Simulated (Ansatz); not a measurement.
**How MnSi answers to pressure**

```cif
data_structure
_symmetry_space_group_name_H-M 'Fm-3m'
_symmetry_Int_Tables_number 225
_cell_length_a 4.8450
_cell_length_b 4.8450
_cell_length_c 4.8450
_cell_angle_alpha 90.000
_cell_angle_beta 90.000
_cell_angle_gamma 90.000
_cell_volume 113.73
loop_
_atom_site_label
_atom_site_type_symbol
_atom_site_symmetry_multiplicity
_atom_site_Wyckoff_symbol
_atom_site_fract_x
_atom_site_fract_y
_atom_site_fract_z
_atom_site_occupancy
Mn1 Mn 4 a 0.00000 0.00000 0.00000 1
Si1 Si 4 b 0.50000 0.00000 0.00000 1
```

The runs use the primitive cell with vectors (0.000, 2.422, 2.422), (2.422, 0.000, 2.422), (2.422, 2.422, 0.000) Å, to which the k mesh refers.

The cell was built from the rocksalt type and relaxed in the same program, and has space group Fm-3m; it needn't be a known or the stable phase.

The magnetic state is the one reached from the start moments; no search over orders was made, so it needn't be the ground state.

Computed with DFT, PBE, all-electron LAPW, scalar-relativistic in Ansatz 0.2.0.

Settings: a Γ-centred 15×15×15 k mesh, Fermi–Dirac smearing of 0.05 eV, basis error target 1 meV/atom, spin-polarised from start moments Mn1 4 μB.

The cell is scaled evenly with fractional coordinates held.

| V/V(cell) | P (GPa) | cell moment (μB) |
| --- | --- | --- |
| 0.9800 | 2.18 | 2.416 |
| 1.0000 | 0.05 | 2.476 |
| 1.0200 | -1.67 | 2.551 |
| 1.0400 | -3.11 | 2.631 |

From the rows at 0.9800 and 1.0200, what is the bulk modulus at the cell's volume?

B = −ΔP/Δln V = −[(-1.67) − (2.18)]/0.04001 = 96.2 GPa.

In a magnetic metal the moment, and with it the modulus, depend on the k mesh by some per cent, and the slopes vary along the table.

How does the moment scale with volume?

dln M/dln V = ln(2.551/2.416)/0.04001 = 1.4: expansion raises it.

Predict the row at V/V(cell) = 0.9600. How far is a linear estimate of P off?

P = 4.65 GPa, moment 2.359 μB. The linear estimate P(cell) − B ln(V/V(cell)) = 3.98 GPa misses by 0.67 GPa, since the modulus grows under compression.
